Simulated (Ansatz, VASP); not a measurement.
One calculation of Al, two programs

INCAR

```
PREC = Accurate
ENCUT = 520
EDIFF = 1E-6
ISMEAR = 0
SIGMA = 0.15
LREAL = False
LASPH = True
NELM = 60
ALGO = Fast
ISIF = 2
LWAVE = False
LCHARG = False
GGA = PE
IVDW = 12
NBANDS = 8
```

The input KPOINTS:

```
Automatic mesh
0
Gamma
  26 26 26
```

POSCAR

```
Al
1.0
    0.0000000000      1.9117083162      2.1506718558
    1.9117083162      0.0000000000      2.1506718558
    1.9117083162      1.9117083162      0.0000000000
Al
1
Direct
    0.0000000000      0.0000000000      0.0000000000
```

Input for Ansatz:

```yaml
crystal:
  lattice:
    - [0.0, 1.9117083162, 2.1506718558]
    - [1.9117083162, 0.0, 2.1506718558]
    - [1.9117083162, 1.9117083162, 0.0]
  atoms:
    - { symbol: Al, position: [0.0, 0.0, 0.0] }
basis:
  ecutwfc: 420
kpoints:
  mp_grid: { grid: [26, 26, 26] }
hamiltonian:
  xc: pbe
  dispersion: d3bj
scf:
  occupations: { method: gaussian, width: 0.15 }
output:
  forces: true
  stress: true
  eigenvalues: true
```

Change from the starting cell: strain -0.040 along x and y, +0.080 along z, atoms carried along.

Alike in both runs: task single point; functional PBE; dispersion D3(BJ); k mesh 26 × 26 × 26; occupations gaussian, width 0.15 eV; no spin polarisation.

|  | VASP | Ansatz |
| --- | --- | --- |
| version | VASP 6.6.1 | Ansatz 0.2.0 |
| potentials or method | VASP PAW PBE potentials, release 64 (Al) | scalar-relativistic, plane waves, PAW |
| plane-wave cutoff (eV) | 520 | 420 |
| valence electrons in the cell | 3 | 3 |

|  | VASP | Ansatz | Ansatz less VASP |
| --- | --- | --- | --- |
| gap on the k mesh at the Fermi level (eV) | none | none | - |
| pressure (GPa) | 1.6 | 1.6 | +0.03 |
| largest component of the traceless stress (GPa) | 5.97 | 5.98 | +0.008 |

A gap of «none» marks a metal or a gap that the smearing closes.

Caveats: pairwise dispersion overbinds metals, which lowers pressure and volume.
